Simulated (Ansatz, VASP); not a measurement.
Fe in VASP and in Ansatz

Contents of INCAR:

```
ALGO = Normal
EDIFF = 1E-7
ENCUT = 520
GGA = PE
ISIF = 2
ISMEAR = -1
ISPIN = 2
LASPH = True
LCHARG = True
LELF = True
LMAXMIX = 4
LORBIT = 11
LREAL = False
LVHAR = True
LWAVE = False
MAGMOM = 2.87 2.87
NBANDS = 19
NELM = 150
PREC = Accurate
SIGMA = 0.05
```

KPOINTS

```
k-points
0
Gamma
  12 12 6
```

POSCAR

```
Fe
1.0
    0.0000000000      1.8195000000      1.8195000000
    1.8195000000      0.0000000000      1.8195000000
    3.6390000000      3.6390000000      0.0000000000
Fe
2
Direct
    0.0000000000      0.0000000000      0.0000000000
    0.0000000000      0.0000000000      0.5000000000
```

Input for Ansatz:

```yaml
crystal:
  lattice:
    - [0.0, 1.8195, 1.8195]
    - [1.8195, 0.0, 1.8195]
    - [3.639, 3.639, 0.0]
  atoms:
    - { symbol: Fe, position: [0.0, 0.0, 0.0] }
    - { symbol: Fe, position: [0.0, 0.0, 0.5] }
hamiltonian:
  xc: pbe
  pseudopotentials: { kind: paw }
basis:
  ecutwfc: 420
kpoints:
  mp_grid: { grid: [12, 12, 6] }
scf:
  occupations: { method: fermi_dirac, width: 0.05 }
  lower_state_search: "off"
output:
  forces: true
  stress: true
magnetization:
  spin_polarized: true
```

Alike in both runs: task single point; functional PBE; k mesh 12 × 12 × 6; occupations fermi-dirac, width 0.05 eV; collinear spin.

```csv
,VASP,Ansatz
version,VASP 6.6.1,Ansatz 0.2.0
potentials or method,"VASP PAW PBE potentials, release 64 (Fe)","PAW, plane waves, scalar-relativistic"
plane-wave cutoff (eV),520,420
valence electrons in the cell,16,32
```

VASP gave:

| Item | Value |
| --- | --- |
| pressure (GPa) | -0.8 |
| net moment per atom (μB) | 2.57 |
| size of the moment on the site where the two differ most (μB) | 2.57 |

**Question.** Which values does Ansatz return?

**Answer.** Pressure (GPa): -0.7; net moment per atom (μB): 2.56; size of the moment on the site where the two differ most (μB): 2.61.

Site moments also hang on the region over which each program counts them. The two sets of potentials don't hold the same shells in valence. Ansatz warned: «no_starting_moments».
